PBE calculations for SnTe (Fm-3m, 2-atom cell), without spin polarisation, spin-orbit coupling or dispersion correction, on a 7x7x7 k mesh with Fermi-Dirac smearing of 0.05 eV. Volume, modulus and slope come from Birch-Murnaghan fits to energies at seven volumes from 29.4 to 33.2 Å³/atom. The basis column gives the plane-wave cutoff, for FLEUR Kmax in 1/bohr.

| program | potentials | basis | equilibrium volume (Å³/atom) | bulk modulus (GPa) | bulk modulus slope | equilibrium volume less the median of the rows (Å³/atom) |
| --- | --- | --- | --- | --- | --- | --- |
| GPAW | GPAW PAW data sets (gpaw data 1.2.1) | 600 eV | 32.69 | 40.30 | 4.450 | -0.139 |
| Quantum ESPRESSO | SSSP 1.3 efficiency PBE | 816 eV | 32.80 | 40.20 | 4.460 | -0.032 |
| ABINIT | JTH PAW PBE v2.0 | 408 eV | 32.83 | 41.20 | 4.170 | -0.005 |
| ABINIT | JTH PAW PBE v2.0 | 599 eV | 32.83 | 39.70 | 4.860 | 0.000 |
| FLEUR | all electron | 3.8 Kmax | 32.87 | 40.70 | 4.240 | 0.044 |
| Ansatz | Ansatz PAW | 420 eV | 32.87 | 40.20 | 4.400 | 0.044 |
| ABACUS | PseudoDojo NC SR 0.4.1 PBE standard | 1129 eV | 32.90 | 40.20 | 4.450 | 0.073 |

From the first row to the last, the equilibrium volume rises by 0.21 Å³ per atom, or 0.6 %. The bulk modulus, which measures the resistance to compression, doesn't follow: it is almost equal at the two ends and varies most between the two ABINIT rows, whose volumes agree. Both patterns have one root. Every program makes a small error in the energy, and only the part of it that changes with volume reaches these columns.

Three simple cases show how. If an error sits deep inside each atom and ignores the neighbours, it adds the same energy at every volume and alters neither volume nor modulus. If it grows as the atoms are pressed together, it acts as an extra pressure and moves the minimum. An error whose slope vanishes at the minimum but which is curved there leaves the volume alone and changes the modulus.

**From GPAW to ABACUS, the ends of the table.** The extra pressure between two programs could take two simple forms. It could be constant, as if one crystal sat in a weak external pressure. Or it could resemble a change in the size of the atoms: both programs then give the same curve of pressure against volume, with the volume axis slightly stretched. In that case the pressure difference at a given volume is

ΔP ≈ B × ΔV/V,

where B is the bulk modulus at that volume and ΔV/V the relative difference of the equilibrium volumes.

Near the minimum this gives 40.2 GPa × 0.21/32.8 ≈ 0.26 GPa. The slopes of the computed energies give the same value at the expanded end of the scanned volumes. That agreement is only a consistency check, since the equilibrium volumes were fitted to the same energies. The two pictures part under compression, where the crystal stiffens: a constant pressure would stay at 0.26 GPa, whereas the computed difference grows to 0.39 GPa.

The stretched axis predicts growth by a factor of 1.53 across the scan, with the stiffness taken from the median modulus and slope of the seven rows. Measured against GPAW, ABACUS, Ansatz, Quantum ESPRESSO and ABINIT at 599 eV give factors between 1.4 and 1.53. ABINIT at 408 eV gives about 1.9 and fits the picture poorly. All five comparisons share GPAW, so they aren't independent tests. Without GPAW the picture is less uniform: the listed energies give a factor of about 1.5 for ABACUS less Quantum ESPRESSO, but about 2 for the much smaller difference between ABACUS and Ansatz. FLEUR is left out, because its listed energies are rounded too coarsely for this.

The same picture fits the fact that the modulus ignores the volume. The bulk modulus slope says how much the modulus rises per unit of pressure. A constant extra pressure of 0.26 GPa would therefore make ABACUS softer than GPAW by about 4.45 × 0.26 ≈ 1.2 GPa. The table shows a difference of 0.1 GPa, as expected of a stretched axis, which moves the minimum and carries its stiffness along. The equal moduli and the growing pressure difference are two views of the same energies, so the stretch describes the rows without yet naming their cause.

A pressure that grows on compression is what theory leads one to expect from the overlap of electron shells on neighbouring Sn and Te atoms. Each set of potentials describes the region near the nuclei in its own way, and small differences there matter more as the shells are pushed together. This makes the potentials the likely source of the volume differences. The table can't settle it, because program and potentials mostly change together.

**GPAW, the row that stands apart.** Without it the remaining volumes span only 0.1 Å³ per atom. A plane-wave basis that is too short would betray itself here, because the stress computed directly would then disagree with the slope of the energy. The runs do carry a warning of this kind: their cutoffs are short for the stress, and pressures at fixed basis lie under the slope of the energies. At GPAW's energy minimum, however, the direct stress lies only about 0.01 GPa under zero, while about 0.22 GPa would be needed to bring its volume to that of FLEUR. The cutoff is thus an unlikely culprit; the data set or a detail of the program remains, untested.

**The two ABINIT rows, same potentials and two cutoffs.** Raising the cutoff from 408 to 599 eV lowers the energy by about 25 meV per atom, yet the volume stays put. Most of this gain is the harmless kind of error: it belongs to the single atom and changes by only 0.6 meV over the whole scan. Even where that remainder varies fastest, it could shift the volume by no more than about 0.04 Å³ per atom. For these potentials, then, the cutoff matters far less to the volume than the choice among the programs and potentials in the table.

The modulus is less forgiving. The energy gain shrinks as the crystal expands and turns upward again at the last scanned volume, so its slope is close to zero just where the minimum lies. The volume hardly notices, but the curvature does, and the modulus falls from 41.2 to 39.7 GPa. The printed stresses show the same thing: over the last scan interval the pressure falls by 0.78 GPa at 408 eV and by 0.75 GPa at 599 eV. The difference thus sits in the runs near the expanded end and isn't mere scatter of the fit, though its origin stays open. It is still weak evidence that a higher cutoff makes SnTe softer: the two ABINIT moduli lie on either side of the 40.2 to 40.3 GPa of the four programs with smooth curves, and the ABINIT energies scatter about their fitted curves more than theirs do.

The slope column moves the other way, from 4.17 to 4.86, as expected when two curves agree in stiffness near the middle of the scan and part towards its ends. Most scanned volumes lie on the compressed side, so the energies fix the stiffness best in the middle of the scan, at a pressure of about 2.1 GPa. The minimum lies near the expanded edge, and the modulus there follows from the mid-scan value through the slope. A slope larger by 0.69 then lowers the modulus by 0.69 × 2.1 ≈ 1.4 GPa, nearly the whole gap between the rows. Evaluated at mid-scan compression with the fitted Birch-Murnaghan curves, the two moduli differ by only 0.3 GPa.

**FLEUR, the all-electron row.** Here the core electrons adjust to the crystal, whereas potentials and PAW data sets normally keep them as they are in the free atom. If freezing the core were the main error and pushed the volume one way, the other rows would all lie on the same side of FLEUR. Instead GPAW, Quantum ESPRESSO and ABINIT lie below it, Ansatz coincides with it and ABACUS lies slightly above. FLEUR's modulus of 40.7 GPa comes with a low slope and the largest scatter about the fit, and when every row is compressed from its own minimum by the same fraction, that of mid-scan, it falls into line with the others.

**What carries over to practice.** A cell relaxed with one of these programs and passed to another can start under a pressure of up to about 0.3 GPa, with nothing wrong in either run. For a similar crystal, the rule ΔP ≈ B × ΔV/V gives that pressure from two equilibrium volumes. A modulus that differs by a few per cent should be read together with its slope before it is given a physical meaning. Close agreement among programs is also no measure of accuracy: PBE is expected to give SnTe a volume a few per cent above experiment, and every row shares that tendency, along with the lack of spin-orbit coupling, the static lattice and the 7x7x7 mesh.
